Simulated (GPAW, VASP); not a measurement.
Given: the input of a run of GPAW 26.7.0 (ASE script) on WC (Qusongite). 

Contents of run.py:

```python
from ase.dft.bandgap import bandgap
from ase.io import read, write
from ase.units import GPa
from gpaw import GPAW, PW

atoms = read('POSCAR')

calc = GPAW(mode=PW(800),
            xc='PBE',
            kpts={'size': (10, 10, 9), 'gamma': True},
            occupations={'name': 'methfessel-paxton', 'order': 0, 'width': 0.013000000000000001},
            nbands=19,
            convergence={'density': 1e-05, 'energy': 1e-05},
            maxiter=150,
            txt='gpaw.txt')
atoms.calc = calc
energy = atoms.get_potential_energy()
forces = atoms.get_forces()
stress = atoms.get_stress()
calc.write('gs.gpw')
write('result.traj', atoms)
print(f'Energy: {energy:.6f} eV')
print('Forces (eV/A):')
print(forces.round(4))
print('Stress (GPa):', (stress / GPa).round(3))
print('Fermi level:', round(calc.get_fermi_level(), 4), 'eV')
print(f'Gap: {bandgap(calc)[0]:.4f} eV, direct: {bandgap(calc, direct=True)[0]:.4f} eV')
```

The input POSCAR:

```
WC
1.0
    2.9065000000      0.0000000000      0.0000000000
   -1.4532500000      2.5171028361      0.0000000000
    0.0000000000      0.0000000000      2.8366000000
W C
1 1
Direct
    0.0000000000      0.0000000000      0.0000000000
    0.6666666667      0.3333333333      0.5000000000
```

Potentials or basis: GPAW PAW data sets (gpaw-data 1.2.1), pw.

Run with:

```bash
$ OMP_NUM_THREADS=1 python run.py
```

Task: What does the same run look like in VASP 6.6.1? Potentials or basis there: PBE PAW files C, W_sv, 520 eV.

Result: As run (cutoffs and basis follow the program's own potentials, and thresholds, step limits or extra output files can differ):

File INCAR:

```
SYSTEM = WC
ALGO     = Normal         ! electronic algorithm
EDIFF    = 1E-6           ! SCF threshold, eV
ENCUT    = 520            ! plane-wave cutoff, eV
GGA      = PE             ! functional
ISIF     = 2              ! what is computed and relaxed
ISMEAR   = 0              ! smearing method
LASPH    = .TRUE.         ! aspherical terms in the spheres
LCHARG   = .TRUE.         ! write CHGCAR
LELF     = .TRUE.         ! ELF
LREAL    = .FALSE.        ! projectors in reciprocal space
LVHAR    = .TRUE.       
LWAVE    = .FALSE.        ! write WAVECAR
NELM     = 60             ! most SCF steps
PREC     = Accurate       ! precision mode
SIGMA    = 0.013000000000000001 ! smearing width, eV
```

The input KPOINTS:

```
k-points
0
G
  10 10 9
  0 0 0
```

The input POSCAR:

```
WC
1.0
    2.9065000000      0.0000000000      0.0000000000
   -1.4532500000      2.5171028361      0.0000000000
    0.0000000000      0.0000000000      2.8366000000
W C
1 1
Direct
    0.0000000000      0.0000000000      0.0000000000
    0.6666666667      0.3333333333      0.5000000000
```

Potentials or basis: VASP PAW PBE potentials, release 64 (W_sv, C).

Command:

```console
$ cat potpaw_PBE.64/W_sv/POTCAR potpaw_PBE.64/C/POTCAR > POTCAR
$ mpirun -np 1 vasp_std > vasp.out
```

Both were run:

|  | GPAW | VASP |
| --- | --- | --- |
| Pressure | 5.4 GPa | 6.7 GPa |

Pressure is positive in compression.
